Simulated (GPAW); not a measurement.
SiNi3:

```xyz
4
Lattice="3.5420 0.0000 0.0000 0.0000 3.5420 0.0000 0.0000 0.0000 3.5420" Properties=species:S:1:pos:R:3 pbc="T T T"
Ni    1.7710    1.7710    0.0000
Ni    1.7710    0.0000    1.7710
Ni    0.0000    1.7710    1.7710
Si    0.0000    0.0000    0.0000
```

Base run:

| Item | Value |
| --- | --- |
| Program | GPAW 26.7.0 |
| Functional | PBEsol |
| Potentials or basis | PAW data sets generated in the run's folder for this functional |
| Cutoff | 600 eV |
| Basis | pw |
| k mesh | 7 × 7 × 7 |
| Occupations | fermi-dirac, width 0.05 eV |
| Spin | collinear spin, ferromagnetic start |
| Starting moments | [1.0, 1.0, 1.0, 0.0] μB |
| Hubbard terms | Ni d U = 1 eV |

Its results: pressure -13.2 GPa; net moment 0.00 μB per cell.

Task: The run is repeated on the same cell with these changes: hubbard terms from Ni d U = 1 eV to Ni d U = 6 eV. What comes out?

Result: Pressure -9.7 GPa; net moment 2.00 μB per cell; site moments Ni +0.77; Si -0.02 μB.

Caveats: the stock nickel data set gives pressures a few GPa off other programs; the U is typed as a test and isn't derived for this compound.

Not every run made on this cell is shown here.
